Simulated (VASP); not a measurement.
Input of a VASP 6.6.1 run:

Contents of INCAR:

```
PREC = Accurate
ENCUT = 300
EDIFF = 1E-6
ISMEAR = 0
SIGMA = 0.01
LREAL = F
LASPH = T
NELM = 60
ALGO = Fast
ISIF = 2
LWAVE = F
LCHARG = F
LNONCOLLINEAR = T
MAGMOM = 0 0 0 0 0 0 0 0 0
LORBIT = 11
LSORBIT = T
GGA_COMPAT = F
GGA = PE
NBANDS = 31
```

KPOINTS

```
Automatic mesh
0
Gamma
  9 9 6
```

Contents of POSCAR:

```
Te
1.0
    4.4730630000      0.0000000000      0.0000000000
   -2.2365315000      3.8737862000      0.0000000000
    0.0000000000      0.0000000000      6.0034100000
Te
3
Direct
    0.2743782000      0.0000000000      0.3333334000
    0.0000000000      0.2743781000      0.6666666000
    0.7256218000      0.7256219000      0.0000000000
```

Potentials or basis: VASP PAW PBE potentials, release 64 (Te).

The run is started by

```sh
$ cat potpaw_PBE.64/Te/POTCAR > POTCAR
$ mpirun -np 1 vasp_ncl > vasp.out
```

(1) Estimate the pressure.

(2) What does it give for the largest force?

Results:

(1) 0.0 GPa.

(2) 0.051 eV/Å.
